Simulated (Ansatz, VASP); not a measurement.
## Two plane-wave programs on W

```
CELL_PARAMETERS angstrom
-1.58234 1.58234 1.58234
1.58234 -1.58234 1.58234
1.58234 1.58234 -1.58234
ATOMIC_POSITIONS crystal
W 0.00000 0.00000 0.00000
```

Alike in both runs: task relaxation of cell and atoms; functional LDA; k mesh 12 × 12 × 12; occupations fermi-dirac, width 0.1 eV; no spin polarisation.

|  | VASP | Ansatz |
| --- | --- | --- |
| version | VASP 6.6.1 | Ansatz 0.2.0 |
| potentials or method | VASP PAW LDA potentials, release 64 (W_sv) | plane waves, PAW |
| plane-wave cutoff (eV) | 600 | 550 |
| valence electrons in the cell | 14 | 14 |

Ansatz gave:

- relaxed volume (Å³/atom): 15.40
- relaxed cell length with the largest relative difference (Å): 2.715
- energy change over the relaxation (meV/atom): -13

Which values does VASP return?

Relaxed volume (Å³/atom): 15.50; relaxed cell length with the largest relative difference (Å): 2.721; energy change over the relaxation (meV/atom): -8.

The runs have no spin-orbit coupling, so splittings on W are missing. Zero-point motion and thermal expansion aren't in these numbers. LDA usually gives volumes a few per cent too small.
